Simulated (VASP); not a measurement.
Here is a VASP 6.6.1 calculation.

File INCAR:

```
  PREC = Accurate
  ENCUT = 450
  EDIFF = 1E-6
  ISMEAR = 0
  SIGMA = 0.02
  LREAL = F
  LASPH = T
  NELM = 120
  ALGO = Fast
  ISIF = 2
  LWAVE = F
  LCHARG = F
  LMAXMIX = 4
  GGA = PE
  KPAR = 8
```

The input KPOINTS:

```
regular mesh
0
Gamma
  8 8 8
```

Contents of POSCAR:

```
HfO2                                    
1.0
    5.2657535524      0.0000000000      0.0000000000
    0.0000000000      5.0468435636      0.0000000000
    0.0000000000      0.0000000000      5.0768272921
  Hf              O             
     4     8
Direct
     0.0330263864588360    0.2666397942857159    0.2401331592976348
     0.4669736135411640    0.2666397942857159    0.7401331592976348
     0.5330263864588360    0.7333602057142841    0.2401331592976348
     0.9669736135411640    0.7333602057142841    0.7401331592976348
     0.3656013965396454    0.0682652111456079    0.3825706743586608
     0.1343986034603546    0.0682652111456079    0.8825706743586608
     0.7304881752824670    0.4622656845867041    0.4902961663437040
     0.7695118247175330    0.4622656845867041    0.9902961663437040
     0.2695118247175330    0.5377343154132959    0.9902961663437040
     0.2304881752824670    0.5377343154132959    0.4902961663437040
     0.8656013965396454    0.9317347888543921    0.3825706743586608
     0.6343986034603546    0.9317347888543921    0.8825706743586608
```

File KPOINTS_OPT:

```
path GXSYGZURTZ,YT,UX,SR
15
line-mode
reciprocal
 0.0000000000  0.0000000000  0.0000000000  G
 0.0000000000  0.5000000000  0.0000000000  X

 0.0000000000  0.5000000000  0.0000000000  X
 0.0000000000  0.5000000000  0.5000000000  S

 0.0000000000  0.5000000000  0.5000000000  S
 0.0000000000  0.0000000000  0.5000000000  Y

 0.0000000000  0.0000000000  0.5000000000  Y
 0.0000000000  0.0000000000  0.0000000000  G

 0.0000000000  0.0000000000  0.0000000000  G
 0.5000000000  0.0000000000  0.0000000000  Z

 0.5000000000  0.0000000000  0.0000000000  Z
 0.5000000000  0.5000000000  0.0000000000  U

 0.5000000000  0.5000000000  0.0000000000  U
 0.5000000000  0.5000000000  0.5000000000  R

 0.5000000000  0.5000000000  0.5000000000  R
 0.5000000000  0.0000000000  0.5000000000  T

 0.5000000000  0.0000000000  0.5000000000  T
 0.5000000000  0.0000000000  0.0000000000  Z

 0.0000000000  0.0000000000  0.5000000000  Y
 0.5000000000  0.0000000000  0.5000000000  T

 0.5000000000  0.5000000000  0.0000000000  U
 0.0000000000  0.5000000000  0.0000000000  X

 0.0000000000  0.5000000000  0.5000000000  S
 0.5000000000  0.5000000000  0.5000000000  R
```

Potentials or basis: VASP PAW PBE potentials, release 64 (Hf_pv, O).

The run is started by

```console
$ cat potpaw_PBE.64/Hf_pv/POTCAR potpaw_PBE.64/O/POTCAR > POTCAR
$ mpirun -np 8 vasp_std > vasp.out
```

(1) What does it give for the band gap along the path?

(2) What does it give for the band gap on the k mesh?

(3) What does it give for the largest force?

## Answers

(1) 4.44 eV, indirect (least direct gap 4.58 eV).

(2) 4.36 eV, indirect (least direct gap 4.59 eV).

(3) 0.004 eV/Å.

Caveat: spin-orbit coupling is left out, which moves the levels of the heavy elements.
